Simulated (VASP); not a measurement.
A calculation with VASP 6.6.1 of Sb (ASE script, structure by space group and Wyckoff sites):

run.py

```python
from ase.calculators.vasp import Vasp
from ase.dft.bandgap import bandgap
from ase.spacegroup import crystal

atoms = crystal(
    ['Sb'],
    basis=[[0.0, 0.0, 0.0]],
    spacegroup=221,
    setting=1,
    cellpar=[3.16, 3.16, 3.16, 90.0, 90.0, 90.0],
    primitive_cell=True,
)
calc = Vasp(
    directory='calc',
    xc='pbe',
    pp='PBE',
    setups='minimal',
    prec='Accurate',
    encut=500,
    ediff=1e-06,
    ismear=0,
    sigma=0.1,
    lreal=False,
    lasph=True,
    nelm=100,
    algo='Fast',
    isif=2,
    lwave=False,
    lcharg=False,
    kpts=[8, 8, 8],
    gamma=True,
    nbands=8,
)
atoms.calc = calc

print('energy (eV):', atoms.get_potential_energy())
print('free energy (eV):', atoms.get_potential_energy(force_consistent=True))
print('forces (eV/A):')
print(atoms.get_forces())
print('stress (eV/A^3, Voigt):', atoms.get_stress())
print('Fermi level (eV):', calc.get_fermi_level())
gap, top, bottom = bandgap(calc)
print('band gap (eV):', gap, 'from (spin, k, band)', top, 'to', bottom)
```

Potentials or basis: VASP PAW PBE potentials, release 64 (Sb).

Command:

```bash
$ python run.py
```

This isn't the form of Sb at room conditions, which is rhombohedral.

Question: Write the same calculation in another form: native input, structure from a POSCAR.

Answer: As run:

Contents of INCAR:

```
ALGO = Normal
EDIFF = 1E-6
ENCUT = 500
GGA = PE
ISIF = 2
ISMEAR = 0
LASPH = True
LCHARG = True
LELF = True
LREAL = False
LVHAR = True
LWAVE = False
NELM = 100
PREC = Accurate
SIGMA = 0.1
```

KPOINTS

```
k-points
0
Gamma
  8 8 8
```

File POSCAR:

```
Sb
1.0
    3.1600000000      0.0000000000      0.0000000000
    0.0000000000      3.1600000000      0.0000000000
    0.0000000000      0.0000000000      3.1600000000
Sb
1
Cartesian
    0.0000000000      0.0000000000      0.0000000000
```

Potentials or basis: VASP PAW PBE potentials, release 64 (Sb).

The run is started by

```console
$ cat potpaw_PBE.64/Sb/POTCAR > POTCAR
$ mpirun -np 1 vasp_std > vasp.out
```

Both were run:

|  | ASE script, structure by space group and Wyckoff sites | native input, structure from a POSCAR |
| --- | --- | --- |
| Pressure | -2.3 GPa | -2.3 GPa |
| Band gap on the k mesh | none (metal or under the smearing width) | none (metal or under the smearing width) |

Keys that steer only the numerical path or the files written may differ.
